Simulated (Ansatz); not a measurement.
# TaN: response to strain

TaN is deformed so: equal xy, yz and zx engineering shear strains of +1.5 %. What stress and forces result, by LAPW, PAW and all-electron datasets made for the crystal?

Computed with Ansatz 0.2.0 (DFT PBE, scalar-relativistic, unless a step's input says otherwise).

## Step 1: The system as given

The structure is cubic, space group Fm-3m (No. 225). The conventional cell has a = 4.358 Å, b = 4.358 Å, c = 4.358 Å, α = 90.00°, β = 90.00°, γ = 90.00°. Ta (site symmetry m-3m) has 6 N at 2.18 Å in its first shell of neighbours. Around N (site symmetry m-3m) lie 6 Ta at 2.18 Å.

Coordinates:

```
Ta N
1.0
     0.00000    2.17900    2.17900
     2.17900    0.00000    2.17900
     2.17900    2.17900    0.00000
Ta N
1 1
Direct
  0.50000 0.50000 0.50000
  0.00000 0.00000 0.00000
```

Atoms are numbered in the order of the input: Ta1, N2.

## Step 2: The deformed structure

Space group Fm-3m before, R-3m after.

## Step 3: All-electron LAPW

input.yaml

```yaml
crystal:
  lattice:
    - [0.032685, 2.1953425, 2.1953425]
    - [2.1953425, 0.032685, 2.1953425]
    - [2.1953425, 2.1953425, 0.032685]
  atoms:
    - { symbol: Ta, position: [0.5, 0.5, 0.5] }
    - { symbol: "N", position: [0.0, 0.0, 0.0] }
kpoints:
  mp_grid: { grid: [9, 9, 9] }
scf:
  occupations: { method: fermi_dirac, width: 0.02 }
hamiltonian:
  xc: pbe
  pseudopotentials: { kind: all_electron, lapw: { basis_error: 0.0005 } }
output:
  forces: true
  stress: true
  eigenvalues: true
```

Command:

```bash
> ansatz run input.yaml --threads 1 --pin off --max-ram 2048MiB --backend cpu --events-out ev --progress --plain --runs-dir out
```

## Step 4: Frozen-core PAW

Changes to input.yaml since step 3:

```diff
@@ -14,3 +14,3 @@
   xc: pbe
-  pseudopotentials: { kind: all_electron, lapw: { basis_error: 0.0005 } }
+  pseudopotentials: { kind: paw }
 output:
@@ -19 +19,2 @@
   eigenvalues: true
+  efg: { contact_densities: true }
```

## Step 5: All-electron PAW on datasets made for the crystal

Changes to input.yaml since step 4:

```diff
@@ -14,3 +14,3 @@
   xc: pbe
-  pseudopotentials: { kind: paw }
+  pseudopotentials: { kind: all_electron, datasets: crystal }
 output:
```

(Steps that only read results are left out.)

What does the calculation give? Wanted: pressure; largest shear or deviatoric stress.

As calculated:

| quantity | value |
| --- | --- |
| pressure | LAPW 14.65, PAW 14.60, crystal datasets 14.65 GPa |
| largest shear or deviatoric stress (LAPW) | 0.85 GPa |

The largest part of the stress beyond the pressure is 0.85 GPa in size; the atoms are carried along and not relaxed. No run of the undeformed cell stands beside it, so pressure and stress hold what the given cell had before the change, as far as its symmetry allows. PAW: stress within 0.05 GPa of LAPW. Crystal datasets: stress within 0.01 GPa of LAPW. Spin-orbit coupling is left out, though the cell holds Ta; in elements this heavy it can shift bands and gaps by tenths of an eV.
